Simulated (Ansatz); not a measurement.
A 4-atom cell of BN started from a crystallographic database, relaxed with r2SCAN in the plane-wave code Ansatz. The symmetry is P6_3mc (No. 186, hexagonal); conventional cell a = 2.544 Å, c = 4.208 Å, 5.90 Å³ an atom. B is surrounded by 4 N at 1.56–1.58 Å; N is surrounded by 4 B at 1.56–1.58 Å.

The axes x, y and z are those of this cell:
```
B N
1.0
     2.54395    0.00000    0.00000
    -1.27197    2.20312    0.00000
     0.00000    0.00000    4.20782
B N
2 2
Direct
  0.66667 0.33333 0.00020
  0.33333 0.66667 0.50020
  0.66667 0.33333 0.37480
  0.33333 0.66667 0.87480
```

Unstrained: PBE gives an indirect gap of 5.207 eV, from Γ to K; the least direct gap is 8.298 eV at Γ–M (0.20 of the way from Γ). The r2SCAN gap is indirect, 5.752 eV (Γ to K), below the direct gap of 9.001 eV at Γ–M (0.20 of the way from Γ). The HSE06 gap is indirect, 6.530 eV (Γ to K), below the direct gap of 9.956 eV at Γ–M (0.22 of the way from Γ). Meshes: PBE 12×12×6, r2SCAN 12×12×6, HSE06 9×9×4. Strains are changes of length per length. After each strain the atoms were relaxed again with r2SCAN within the symmetry that the strain leaves, so tilts or polar shifts that break it weren't tested; points keep the names that they have in the unstrained zone. Calculated for a static, non-magnetic cell.

Q: Apply uniaxial -5.21 % along z, other directions held. How far does the gap move, against the unstrained cell?

A: PBE: the gap goes from 5.207 to 5.440 eV (+0.233 eV); with r2SCAN the top three valence levels at Γ, grouped 2+1 from the top over 271 meV, become 2+1 over 37 meV. r2SCAN: the gap goes from 5.752 to 6.012 eV (+0.260 eV). HSE06: the gap goes from 6.530 to 6.770 eV (+0.240 eV). The r2SCAN energy rises by 60.0 meV an atom.

Q: Apply isotropic -5.91 % on every length. How far does the gap move, against the unstrained cell?

A: PBE: the gap goes from 5.207 to 4.752 eV (-0.455 eV); with r2SCAN the top three valence levels at Γ, grouped 2+1 from the top over 271 meV, become 2+1 over 428 meV. r2SCAN: the gap goes from 5.752 to 5.339 eV (-0.413 eV). HSE06: the gap goes from 6.530 to 6.098 eV (-0.432 eV). The r2SCAN energy rises by 265.7 meV an atom.

Q: Apply uniaxial -3.24 % along x, other directions held. How far does the gap move, against the unstrained cell?

A: PBE: the gap goes from 5.207 to 4.906 eV (-0.301 eV); the edges go from Γ → K to Γ → (0.339, 0.331, 0); with r2SCAN the top three valence levels at Γ, grouped 2+1 from the top over 271 meV, become 1+1+1 over 542 meV. r2SCAN: the gap goes from 5.752 to 5.454 eV (-0.298 eV); the edges go from Γ → K to Γ → (0.339, 0.331, 0). HSE06: the gap goes from 6.530 to 6.238 eV (-0.292 eV); the edges go from Γ → K to Γ → (0.339, 0.331, 0). The r2SCAN energy rises by 20.3 meV an atom.

Q: Estimate what uniaxial -4.95 % along y, other directions held does to the gap.

A: PBE: the gap goes from 5.207 to 4.744 eV (-0.463 eV); the edges go from Γ → K to Γ → (0.323, 0.339, 0); with r2SCAN the top three valence levels at Γ, grouped 2+1 from the top over 271 meV, become 1+1+1 over 688 meV. r2SCAN: the gap goes from 5.752 to 5.293 eV (-0.459 eV); the edges go from Γ → K to Γ → (0.323, 0.339, 0). HSE06: the gap goes from 6.530 to 6.080 eV (-0.450 eV); the edges go from Γ → K to Γ → (0.323, 0.339, 0). The r2SCAN energy rises by 48.2 meV an atom.

Where an edge lies off the special points, it is a point of the mesh or the k point where a search put PBE's edge or least direct gap, reused for the other functionals, whose own edges may lie a little apart.

Coordinates of k points refer to the reciprocal vectors of the primitive cell of the runs.

The meshes of the hybrids are coarse, so their gaps aren't converged to the digits shown.

The splittings at Γ are without spin-orbit coupling, which regroups them where it is of like size or larger.
